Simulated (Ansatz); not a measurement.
Crystal: TiSi2.

```
Ti Si
1.0
     0.00000    4.11752    4.26290
     2.38951    0.00000    4.26290
     2.38951    4.11752    0.00000
Ti Si
2 4
Direct
  0.75000 0.75000 0.75000
  0.50000 0.50000 0.50000
  0.41257 0.08743 0.41257
  0.08743 0.41257 0.08743
  0.16257 0.83743 0.16257
  0.83743 0.16257 0.83743
```

The cell is a database's computed one.

Base run:

* Program: Ansatz 0.2.0
* Functional: BLYP
* Potentials or basis: Ansatz PAW
* Cutoff: 420 eV (not typed: the program's choice for these potentials)
* k mesh: 7 × 7 × 7
* Occupations: fermi-dirac, width 0.05 eV
* Spin: no spin polarisation

Its results: band gap on the k mesh none (metal or under the smearing width); pressure 8.9 GPa; largest force 0.017 eV/Å.

Problem. After a change of settings the same cell gave: band gap on the k mesh none (metal or under the smearing width); pressure -5.1 GPa; largest force 0.064 eV/Å. Which change was it?
A. functional from BLYP to RPBE
B. functional from BLYP to LDA
C. functional from BLYP to PBE
D. functional from BLYP to r2SCAN; cutoff from 420 eV (not typed: the program's choice for these potentials) to 500 eV (not typed: the program's choice for these potentials)

Solution. B.

LDA binds more tightly than BLYP, so the same cell stands under less pressure.

Caveats: the PAW data sets come from PBE, with cores solved anew for the run's functional, which leaves a small shift of forces and pressure; the density of states is complete only up to the lowest level of the last band computed.
